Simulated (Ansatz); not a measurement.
Geometry optimisation in Ansatz: input, command and trajectory.

```yaml
crystal:
  lattice:
    - [2.9230162579, 0.0, 0.0]
    - [-1.4615081289, 2.531406335, 0.0]
    - [0.0, 0.0, 2.7936481081]
  atoms:
    - { symbol: W, position: [0.0, 0.0, 0.0] }
    - { symbol: C, position: [0.6666666667, 0.3333333333, 0.5] }
basis:
  ecutwfc: 500
kpoints:
  mp_grid: { grid: [24, 24, 18] }
hamiltonian:
  xc: r2scan
scf:
  occupations: { method: gaussian, width: 0.1 }
output:
  forces: true
  stress: true
  eigenvalues: true
relax:
  adjacent_minimum: "off"
  f_tol: 0.008
  max_steps: 40
  cell: { stress_tol: 0.015, fix: [c, angles] }
```

```bash
ansatz run input.yaml --threads 1 --pin off --max-ram 2560MiB --backend cpu --events-out ev --progress --plain --runs-dir out
```

All numbers below come from DFT r2SCAN, scalar-relativistic, plane waves, PAW in Ansatz 0.2.0.

Of 4 frames 3 are shown, positions in Å and forces in eV/Å; the SCF threshold varies from step to step. Steps run on the plane waves of an earlier cell, with a Pulay correction in the pressure. The basis is chosen afresh for the last frame, the zero of the energies, and at times for earlier ones too; energy and pressure step there, also at an unchanged geometry.

```xyz
2
Lattice="2.9230 0.0000 0.0000 -1.4615 2.5314 0.0000 0.0000 0.0000 2.7936" Properties=species:S:1:pos:R:3:forces:R:3 pbc="T T T" step=1 free_energy_over_end_meV_per_atom=0.05 pressure_GPa=4.07
W     0.0000    0.0000    0.0000    0.0000    0.0000    0.0000
C     1.4615    0.8438    1.3968    0.0000    0.0000    0.0000
2
Lattice="2.9183 0.0000 0.0000 -1.4591 2.5273 0.0000 0.0000 0.0000 2.7936" Properties=species:S:1:pos:R:3:forces:R:3 pbc="T T T" step=2 free_energy_over_end_meV_per_atom=0.02 pressure_GPa=5.35
W     0.0000    0.0000    0.0000    0.0000    0.0000    0.0000
C     1.4591    0.8424    1.3968    0.0000    0.0000    0.0000
2
Lattice="2.9206 0.0000 0.0000 -1.4603 2.5293 0.0000 0.0000 0.0000 2.7936" Properties=species:S:1:pos:R:3:forces:R:3 pbc="T T T" step=4 free_energy_over_end_meV_per_atom=0.00 pressure_GPa=4.73
W     0.0000    0.0000    0.0000    0.0000    0.0000    0.0000
C     1.4603    0.8431    1.3968    0.0000    0.0000    0.0000
```

It took 6.6 min on 1 thread of Arm Neoverse V2 (shared host), peak memory 1 GiB.

Spin–orbit coupling is left out, which can shift energies with elements as heavy as these.